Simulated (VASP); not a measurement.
# SnS2 (Berndtite-2T): relaxation of cell and atoms with PBE

The system is SnS2 (Berndtite-2T).

```xyz
3
Lattice="3.6390 0.0000 0.0000 -1.8195 3.1515 0.0000 0.0000 0.0000 5.8680" Properties=species:S:1:pos:R:3 pbc="T T T"
Sn    0.0000    0.0000    0.0000
S     0.0000    2.1010    1.4670
S     1.8195    1.0505    4.4010
```

- Program: VASP 6.6.1
- Task: relaxation of cell and atoms
- Functional: PBE
- Potentials or basis: VASP PAW PBE potentials, release 64 (Sn_d, S)
- Cutoff: 600 eV
- k mesh: 9 × 9 × 5
- Occupations: gaussian, width 0.03 eV
- Spin: no spin polarisation
- Further INCAR settings: ALGO = Normal; EDIFF = 1e-06; IBRION = 2; EDIFFG = -0.01; NSW = 90; ISIF = 3

| Property | Result |
| --- | --- |
| Relaxed volume | 26.77 Å³/atom |
| Relaxed cell | a = 3.701 Å, b = 3.701 Å, c = 6.770 Å, α = 90.00°, β = 90.00°, γ = 120.00° |
| Space group after relaxing (to 0.05 Å) | P-3m1 (No. 164) |
| Energy gained by relaxing | 26.9 meV/atom |
| Ionic steps | 14 |
| Pressure after relaxing | 0.0 GPa |
| Largest force after relaxing | 0.007 eV/Å |
| Band gap on the k mesh | 1.58 eV, indirect (least direct gap 1.84 eV) |

Forces on the atoms (eV/Å):
```
Sn   0.000  0.000  0.000
S    0.000  0.000 -0.007
S    0.000  0.000  0.007
```

Step by step:
```
step  energy change (eV)  largest force (eV/Å)  pressure (GPa)  volume (Å³)
   1              0.0000                0.2414            4.20        67.30
   2             -0.0153                0.5887           -2.55        73.18
   3             -0.0411                0.2469            0.14        70.47
   4             -0.0458                0.1839            0.12        70.89
   5             -0.0510                0.0223            0.05        71.99
   6             -0.0552                0.0192            0.05        72.38
   7             -0.0651                0.0079            0.10        73.55
   8             -0.0759                0.0258            0.37        75.85
   9             -0.0717                0.1573            1.46        80.28
  10             -0.0767                0.1162            1.00        78.26
  11             -0.0801                0.0148            0.22        79.77
  12             -0.0802                0.0437            0.06        80.11
  13             -0.0805                0.0311            0.03        80.18
  14             -0.0807                0.0075           -0.01        80.32
```

Final structure:
```cif
data_structure
_symmetry_space_group_name_H-M 'P 1'
_symmetry_Int_Tables_number 1
_cell_length_a 3.7013
_cell_length_b 3.7013
_cell_length_c 6.7703
_cell_angle_alpha 90.000
_cell_angle_beta 90.000
_cell_angle_gamma 120.000
_cell_volume 80.32
loop_
_atom_site_label
_atom_site_type_symbol
_atom_site_fract_x
_atom_site_fract_y
_atom_site_fract_z
_atom_site_occupancy
Sn1 Sn 0.00000 0.00000 0.00000 1
S1 S 0.33333 0.66667 0.21836 1
S2 S 0.66667 0.33333 0.78164 1
```

Levels at points of the mesh, in eV from the valence-band top:
| k point | band 9 | band 10 | band 11 | band 12 | band 13 | band 14 | band 15 | band 16 | band 17 |
| --- | --- | --- | --- | --- | --- | --- | --- | --- | --- |
| (0.00, 0.00, 0.00) | -0.47 | -0.47 | -0.35 | -0.12 | -0.12 | 2.04 | 3.80 | 5.43 | 5.43 |

It took 7 min on 1 thread of Intel(R) Xeon(R) Platinum 8488C (Sapphire Rapids), on a shared host, peak memory 0.24 GiB.

Caveat: the volume moved by over 15 % at a fixed basis, so the end points are rough; spin-orbit coupling is left out, which moves the levels of the heavy elements; an odd mesh through Γ misses points on the zone boundary, where band edges often lie; this functional lacks dispersion, which binds the layers, so the pressure and a relaxed spacing across them are unreliable, and here the layers came unbound; the volume moved by +19 % from the deposited cell, more than functionals usually miss. Zero-point motion and thermal expansion aren't in these numbers.
